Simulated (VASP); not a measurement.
# MoS2 in VASP: further runs

One slab, MoS2, is run at these levels: PBE0; tasks: single point.

All numbers are computed with VASP 6.6.1; they aren't measurements. Logs are shortened: lines on timing, memory, paths and dates and some standing lists are left out, and cuts for length are marked.

## 1. The structure

The cell holds a slab with vacuum, 3 atoms: a = 3.184 Å, b = 3.184 Å, c = 17.335 Å, α = 90.00°, β = 90.00°, γ = 120.00°.

## 2. Single point, PBE0

The input, POSCAR:

```
MoS2
1.0
    3.1841260822      0.0000000000      0.0000000000
   -1.5920630411      2.7575340760      0.0000000000
    0.0000000000      0.0000000000     17.3345999500
Mo S
1 2
Direct
    0.0000000000      0.0000000000      0.0000000000
    0.3333333333      0.6666666667      0.9105070200
    0.3333333333      0.6666666667      0.0894929800
```

The input, INCAR.step1:

```
  PREC = Accurate
  ENCUT = 400
  EDIFF = 1E-5
  ISMEAR = 0
  SIGMA = 0.01
  LREAL = False
  LASPH = True
  NELM = 100
  ALGO = Normal
  ISIF = 2
  LWAVE = True
  LCHARG = False
  NBANDS = 21
  NKRED = 1
  GGA = PE
```

The input, INCAR.step2:

```
  PREC = Accurate
  ENCUT = 400
  EDIFF = 1E-6
  ISMEAR = 0
  SIGMA = 0.01
  LREAL = False
  LASPH = True
  NELM = 100
  ALGO = Normal
  ISIF = 2
  LWAVE = False
  LCHARG = False
  GGA = PE
  LHFCALC = True
  AEXX = 0.25
  PRECFOCK = Fast
  NBANDS = 21
  NKRED = 1
  ISTART = 1
```

The input, KPOINTS:

```
Automatic mesh
0
Gamma
  6 6 1
```

Potentials or basis: VASP PAW PBE potentials, release 64 (Mo_sv, S).

Command:

```bash
cat potpaw_PBE.64/Mo_sv/POTCAR potpaw_PBE.64/S/POTCAR > POTCAR
cp INCAR.step1 INCAR
mpirun -np 1 vasp_std > vasp.out
cp INCAR.step2 INCAR
mpirun -np 1 vasp_std > vasp.out
```

OUTCAR:

```text
PREC = Accurate
   ENCUT = 400
   EDIFF = 1E-6
   ISMEAR = 0
   LREAL = False
   LASPH = True
   NELM = 100
   ISIF = 2
   GGA = PE
   LHFCALC = True
   AEXX = 0.25
   PRECFOCK = Fast
   NKRED = 1
   ISTART = 1

 Found      7 irreducible k-points:

 Following reciprocal coordinates:
            Coordinates               Weight
  0.000000  0.000000  0.000000      1.000000
  0.166667  0.000000  0.000000      6.000000
  0.333333  0.000000  0.000000      6.000000
  0.500000  0.000000  0.000000      3.000000
  0.166667  0.166667  0.000000      6.000000
  0.333333  0.166667  0.000000     12.000000
   k-points           NKPTS =      7   k-points in BZ     NKDIM =     36   number of bands    NBANDS=     21
   number of dos      NEDOS =    301   number of ions     NIONS =      3
   total plane-waves  NPLWV =  69120
   dimension x,y,z NGX =    24 NGY =   24 NGZ =  120
   dimension x,y,z NGXF=    48 NGYF=   48 NGZF=  240
   ions per type =               1   2
   NGX,Y,Z   is equivalent  to a cutoff of  12.53, 12.53, 11.51 a.u.
   NGXF,Y,Z  is equivalent  to a cutoff of  25.06, 25.06, 23.02 a.u.
 SYSTEM =  unknown system
   PREC   = accura    normal or accurate (medium, high low for compatibility)
   ISTART =      1    job   : 0-new  1-cont  2-samecut
   ICHARG =      0    charge: 1-file 2-atom 10-const
   ISPIN  =      1    spin polarized calculation?
   LNONCOLLINEAR =      F non collinear calculations
   LSORBIT =      F    spin-orbit coupling
   LASPH  =      T    aspherical Exc in radial PAW
   ENCUT  =  400.0 eV  29.40 Ry    5.42 a.u.   5.19  5.19 28.27*2*pi/ulx,y,z
   NELM   =    100;   NELMIN=  2; NELMDL=  0     # of ELM steps
   EDIFF  = 0.1E-05   stopping-criterion for ELM
   LREAL  =      F    real-space projection
   EDIFFG = 0.1E-04   stopping-criterion for IOM
   NSW    =      0    number of steps for IOM
   IBRION =     -1    ionic relax: 0-MD 1-quasi-New 2-CG
   NFREE  =      0    steps in history (QN), initial steepest desc. (CG)
   ISIF   =      2    stress and relaxation
   ISYM   =      3    0-nonsym 1-usesym 2-fastsym
   POTIM  = 0.5000    time-step for ionic-motion
   TEBEG  =    0.0;   TEEND  =   0.0 temperature during run
   PSTRESS=    0.0 pullay stress
   NELECT =      26.0000    total number of electrons
   NUPDOWN=      -1.0000    fix difference up-down
   EMIN   =  10.00;   EMAX   =-10.00  energy-range for DOS
   EFERMI =   0.00;   METHOD = LEGACY
   ISMEAR =     0;   SIGMA  =   0.01  broadening in eV -4-tet -1-fermi 0-gaus
   EFERMI_NEDOS =   21; number of points for ismear=-14 and -15
   IALGO  =     38    algorithm
   IMIX   =      1    mixing-type and parameters
     AMIX     =   0.40;   BMIX     =  1.00
     AMIX_MAG =   1.60;   BMIX_MAG =  1.00
  volume/ion in A,a.u.               =      50.73       342.37
  Fermi-wavevector in a.u.,A,eV,Ry     =   0.908359  1.716550 11.226391  0.825116
  Thomas-Fermi vector in A             =   2.032276
   LORBIT       =      0    0 simple, 1 ext, 2 COOP (PROOUT), +10 PAW based schemes
   GGA     = PE    functional components
   LHFCALC =     T    Hartree Fock is set to
   PRECFOCK=fast      Normal, Fast or Accurate (Low or Medium for compatibility)
   ENCUT4O =  -1.0   cutoff for four orbital integrals eV
   NKREDX  =     1    reduce k-point grid by
   NKREDY  =     1    reduce k-point grid by
   NKREDZ  =     1    reduce k-point grid by
   AEXX    =    0.2500 exact exchange contribution
   HFSCREEN=    0.0000 screening length (either q_TF or 0.3 A-1)
   HFSCREENC=   0.0000 screening length for correlation (either q_TF or 0.3 A-1)
   ENCUTFOCK=  -1.0 apply spherical cutoff to Coloumb kernel
   IVDW    =     0    specifies the selected vdW correction
   LEPSILON=     F    determine dielectric tensor
   LRPA    =     F    only Hartree local field effects (RPA)
 non-spin polarized calculation
 Gauss-broadening in eV      SIGMA  =   0.01
  energy-cutoff  :      400.00
  volume of cell :      152.20
 maximum number of plane-waves:      2782
 NGX is ok and might be reduce to    24
  NGX = 12; NGY = 12; NGZ = 70

 number of electron      26.0000001 magnetization

 Free energy of the ion-electron system (eV)
  ---------------------------------------------------
  ext. energy  EPLUGINS =         0.00000000
  ---------------------------------------------------
  free energy    TOTEN  =       -28.42195878 eV

  energy without entropy =      -28.42195878  energy(sigma->0) =      -28.42195878

 E-fermi :  -1.9911     XC(G=0):  -3.3880

 val. band max:       -2.2221052345   @ k =   0.3333   0.3333   0.0000
 cond. band min:       0.5893366606   @ k =   0.3333   0.3333   0.0000
 fundamental gap:      2.8114418951
 Fermi energy:        -1.9911001172

 k-point     1 :       0.0000    0.0000    0.0000
  band No.  band energies     occupation
      1     -67.1896      2.00000
      2     -39.9049      2.00000
      3     -39.6651      2.00000
      4     -39.6651      2.00000
      5     -18.0032      2.00000
      6     -16.5149      2.00000
[... 13 lines left out ...]
     20       5.3799      0.00000
     21       5.8565      0.00000

 k-point     2 :       0.1667    0.0000    0.0000
  band No.  band energies     occupation
      1     -67.1784      2.00000
      2     -39.8826      2.00000
      3     -39.7805      2.00000
      4     -39.6915      2.00000
      5     -17.5657      2.00000
      6     -16.3436      2.00000
[... 13 lines left out ...]
     20       6.1217      0.00000
     21       7.3437      0.00000

 k-point     3 :       0.3333    0.0000    0.0000
  band No.  band energies     occupation
      1     -67.1559      2.00000
      2     -40.0061      2.00000
      3     -39.8368      2.00000
      4     -39.7442      2.00000
      5     -16.5535      2.00000
      6     -15.9537      2.00000
[... 13 lines left out ...]
     20       7.3013      0.00000
     21       7.5652      0.00000

 k-point     4 :       0.5000    0.0000    0.0000
  band No.  band energies     occupation
      1     -67.1445      2.00000
      2     -40.1164      2.00000
      3     -39.8139      2.00000
      4     -39.7706      2.00000
      5     -15.9335      2.00000
      6     -15.7267      2.00000
[... 13 lines left out ...]
     20       7.7444      0.00000
     21       8.3753      0.00000

 k-point     5 :       0.1667    0.1667    0.0000
  band No.  band energies     occupation
      1     -67.1615      2.00000
      2     -39.9291      2.00000
      3     -39.8486      2.00000
      4     -39.7528      2.00000
      5     -16.8317      2.00000
      6     -16.0546      2.00000
[... 13 lines left out ...]
     20       7.1144      0.00000
     21       8.5064      0.00000

 k-point     6 :       0.3333    0.1667    0.0000
  band No.  band energies     occupation
      1     -67.1446      2.00000
      2     -40.0592      2.00000
      3     -39.8290      2.00000
      4     -39.8141      2.00000
      5     -15.9547      2.00000
      6     -15.7076      2.00000
[... 13 lines left out ...]
     20       7.9160      0.00000
     21       8.7607      0.00000

 [... further k-points ...]

------------------------ aborting loop because EDIFF is reached ----------------------------------------

  FORCE on cell =-STRESS in cart. coord.  units (eV):
  Direction    XX          YY          ZZ          XY          YZ          ZX
  --------------------------------------------------------------------------------------
  -------------------------------------------------------------------------------------
  Total       -1.5597293     -1.5597293     -1.1125437     -0.0000000      0.0000000      0.0000000
  in kB      -16.4185513    -16.4185513    -11.7112351     -0.0000000      0.0000000      0.0000000
  external PRESSURE =     -14.8494459 kB  Pullay stress =       0.0000000 kB

 VOLUME and BASIS-vectors are now :
 -----------------------------------------------------------------------------
  energy-cutoff  :      400.00
  volume of cell :      152.20
      direct lattice vectors                 reciprocal lattice vectors
     3.184126082  0.000000000  0.000000000     0.314057915  0.181321422  0.000000000
    -1.592063041  2.757534076  0.000000000     0.000000000  0.362642844  0.000000000
     0.000000000  0.000000000 17.334599950     0.000000000  0.000000000  0.057688092

 POSITION                                       TOTAL-FORCE (eV/Angst)
 -----------------------------------------------------------------------------------
      0.00000      0.00000      0.00000        -0.000000     -0.000000     -0.000000
     -0.00000      1.83836     15.78327         0.000000     -0.000000      0.307151
     -0.00000      1.83836      1.55133        -0.000000      0.000000     -0.307151
 -----------------------------------------------------------------------------------
    total drift:                               -0.000001     -0.000000     -0.000069

  FREE ENERGIE OF THE ION-ELECTRON SYSTEM (eV)
  ---------------------------------------------------
  free  energy   TOTEN  =       -28.4219587801 eV

  energy  without entropy=      -28.4219587801  energy(sigma->0) =      -28.42195878
```

Wall time 4.1 min (1 thread of Intel Xeon 6975P-C (Granite Rapids), shared host); peak memory 0.25 GiB.

These settings aren't checked as converged: the numbers below hold their error.

Results:

| Property | Result |
| --- | --- |
| Free energy | -28.4220 eV |
| Largest force | 0.307 eV/Å |
| Band gap on the k mesh | 2.81 eV, direct |

Caveat: the PAW data sets were made with another functional, which shifts forces and pressure a little.

(Part 1 of 2 ends here.)
